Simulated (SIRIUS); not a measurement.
Input of a SIRIUS 7.10.0 run:

File run.py:

```python
import json, subprocess
import numpy as np
from ase import Atoms
from ase.io import read
from ase.calculators.calculator import Calculator, all_changes
from ase.units import Bohr, Hartree, GPa
from ase.calculators.mixing import SumCalculator
from dftd3.ase import DFTD3
from ase.optimize import BFGS
from ase.filters import FrechetCellFilter

class Sirius(Calculator):
    """Writes sirius.json, runs sirius.scf and reads out.json."""
    implemented_properties = ["energy", "free_energy", "forces", "stress", "magmom"]

    def __init__(self, config, files):
        super().__init__()
        self.config, self.files, self.calls = config, files, 0

    def calculate(self, atoms=None, properties=["energy"], system_changes=all_changes):
        super().calculate(atoms, properties, system_changes)
        symbols = atoms.get_chemical_symbols()
        types = list(dict.fromkeys(symbols))
        order = [i for t in types for i, s in enumerate(symbols) if s == t]
        frac = atoms.get_scaled_positions(wrap=False)
        m = atoms.get_initial_magnetic_moments()
        m = m if m.ndim == 2 else np.c_[0 * m, 0 * m, m]
        spin = self.config["parameters"]["num_mag_dims"] > 0
        rows = {t: [list(frac[i]) + (list(m[i]) if spin else []) for i in order if symbols[i] == t] for t in types}
        cell = {"lattice_vectors": (atoms.cell[:] / Bohr).tolist(), "atom_types": types, "atom_files": self.files, "atoms": rows}
        json.dump({**self.config, "unit_cell": cell}, open("sirius.json", "w"), indent=1)
        self.calls += 1
        with open(f"sirius_{self.calls:03d}.out", "w") as log:
            subprocess.run(["sirius.scf", "--input=sirius.json", "--output=out.json"], stdout=log, stderr=subprocess.STDOUT, check=True)
        gs = json.load(open("out.json"))["ground_state"]
        if not gs["converged"]:
            raise RuntimeError("SCF did not converge")
        self.results = {"energy": gs["energy"]["free"] * Hartree, "free_energy": gs["energy"]["free"] * Hartree}
        if "forces" in gs:
            f = np.zeros((len(atoms), 3))
            f[order] = np.array(gs["forces"]) * Hartree / Bohr
            self.results["forces"] = f
        if "stress" in gs:
            s = np.array(gs["stress"]) * Hartree / Bohr**3
            self.results["stress"] = s.flat[[0, 4, 8, 5, 2, 1]]
        if spin:
            self.results["magmom"] = gs["magnetisation"]["total"][2]

atoms = read("POSCAR")

config = {
    "control": {
        "processing_unit": 'cpu',
        "verbosity": 1,
        "print_forces": True,
        "print_stress": True,
    },
    "parameters": {
        "electronic_structure_method": 'pseudopotential',
        "xc_functionals": ['XC_GGA_X_B88', 'XC_GGA_C_LYP'],
        "gk_cutoff": 6.0,
        "pw_cutoff": 12.0,
        "ngridk": [6, 5, 3],
        "shiftk": [0, 0, 0],
        "smearing": 'fermi_dirac',
        "smearing_width": 0.0018374661,
        "num_bands": 10,
        "num_mag_dims": 0,
        "num_dft_iter": 100,
        "energy_tol": 1e-08,
        "density_tol": 1e-06,
    },
    "iterative_solver": {
        "type": 'davidson',
        "min_tolerance": 1e-09,
        "tolerance_scale": [0.1, 0.25],
    },
    "mixer": {
        "type": 'anderson',
        "beta": 0.7,
        "max_history": 8,
    },
    "settings": {
        "tol_ne": 1e-10,
        "pseudo_grid_cutoff": 6.5,
    },
}
dft = Sirius(config, {'Si': 'Si.json'})
atoms.calc = SumCalculator([dft, DFTD3(method="blyp", damping="d3bj")])
results = {"symbols": atoms.get_chemical_symbols(), "cell": atoms.cell[:].tolist(), "frac": atoms.get_scaled_positions(wrap=False).tolist(), "steps": []}

def note():
    results["steps"].append({"energy": atoms.get_potential_energy(), "cell": atoms.cell[:].tolist(), "positions": atoms.positions.tolist(),
                             "forces": atoms.get_forces().tolist(), "stress": atoms.get_stress().tolist()})
    json.dump(results, open("results.json", "w"))

opt = BFGS(FrechetCellFilter(atoms, scalar_pressure=0.0 * GPa))
opt.attach(note)
results["converged"] = bool(opt.run(fmax=0.02, steps=30))
print("converged:", results["converged"])
print("cell parameters:", atoms.cell.cellpar().round(5))
print("volume per atom (A^3):", round(atoms.get_volume() / len(atoms), 4))
print(atoms.get_scaled_positions().round(6))
json.dump(results, open("results.json", "w"))
```

POSCAR

```
Si
1.0
    0.0000000000      0.0000000000      2.4663543900
    2.6205428100      0.0000000000      0.0000000000
    0.0000000000      4.5389133000      0.0000000000
Si
2
Direct
    0.8650043700      0.0204068500      0.9092805900
    0.1349956300      0.4795931500      0.5907194100
```

Potentials or basis: PseudoDojo 0.4.1 PBE standard (scalar relativistic).

Command:

```sh
$ upf_to_json Si.upf
$ OMP_NUM_THREADS=1 python run.py
```

**Question.** Predict the dispersion energy per atom.

**Answer.** -0.920 eV.

**Question.** Estimate the relaxed cell.

**Answer.** a = 2.449 Å, b = 2.636 Å, c = 4.674 Å, α = 90.10°, β = 89.97°, γ = 90.01°.

**Question.** Estimate the band gap on the k mesh.

**Answer.** None (metal or under the smearing width).

Step by step:
| step | energy change (eV) | largest force (eV/Å) | pressure (GPa) | volume (Å³) |
| --- | --- | --- | --- | --- |
| 1 | 0.0000 | 7.5857 | 40.60 | 29.34 |
| 2 | -1.4933 | 2.3937 | 10.12 | 31.77 |
| 3 | -1.7788 | 1.4739 | 2.36 | 32.83 |
| 4 | -1.9329 | 0.8052 | -3.07 | 33.71 |
| 5 | -1.9669 | 0.7337 | -3.87 | 33.71 |
| 6 | -2.0412 | 0.7259 | -3.85 | 33.24 |
| 7 | -2.2409 | 0.4253 | -1.27 | 31.63 |
| 8 | -2.2938 | 0.4014 | 1.54 | 30.81 |
| 9 | -2.3680 | 0.3573 | 0.19 | 30.75 |
| 10 | -2.4257 | 0.1546 | -1.03 | 30.43 |
| 11 | -2.4314 | 0.1770 | -0.47 | 30.32 |
| 12 | -2.4351 | 0.1682 | -0.16 | 30.24 |
| 13 | -2.4410 | 0.0982 | 0.62 | 29.99 |
| 14 | -2.4419 | 0.0592 | 0.63 | 29.97 |
| 15 | -2.4425 | 0.0363 | 0.48 | 30.00 |
| 16 | -2.4430 | 0.0235 | 0.24 | 30.06 |
| 17 | -2.4434 | 0.0142 | -0.04 | 30.15 |
| 18 | -2.4436 | 0.0062 | -0.12 | 30.18 |
| 19 | -2.4436 | 0.0039 | -0.10 | 30.18 |
| 20 | -2.4436 | 0.0050 | -0.05 | 30.17 |

Caveat: the k mesh is coarse (spacing up to 0.48 Å⁻¹), so the values aren't converged; the potentials were made for another functional, which shifts forces and pressure; pairwise dispersion overbinds metals, which lowers pressure and volume.
